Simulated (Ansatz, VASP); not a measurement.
**Ti: VASP beside Ansatz**

```xyz
1
Lattice="0.0000 1.9691 2.0300 1.9691 0.0000 2.0300 1.9691 1.9691 0.0000" Properties=species:S:1:pos:R:3 pbc="T T T"
Ti    0.0000    0.0000    0.0000
```

Change from the starting cell: strain -0.030 along x and y, +0.000 along z, atoms carried along.

Alike in both runs: task single point; functional PBEsol; k mesh 20 × 20 × 20; occupations gaussian, width 0.15 eV; no spin polarisation.

|  | VASP | Ansatz |
| --- | --- | --- |
| version | VASP 6.6.1 | Ansatz 0.2.0 |
| potentials or method | VASP PAW PBE potentials, release 64 (Ti_sv) | scalar-relativistic, plane waves, PAW |
| plane-wave cutoff (eV) | 520 | 420 |
| valence electrons in the cell | 12 | 12 |

VASP gave:

* gap on the k mesh at the Fermi level (eV): none
* pressure (GPa): 7.0
* largest component of the traceless stress (GPa): 0.73

Q: Estimate Ansatz's values.

A: gap on the k mesh at the Fermi level (eV): none; pressure (GPa): 7.4; largest component of the traceless stress (GPa): 0.72.

A gap of «none» marks a metal or a gap that the smearing closes.

Caveats: the PAW data sets were made with another functional, which shifts forces and pressure a little (VASP).
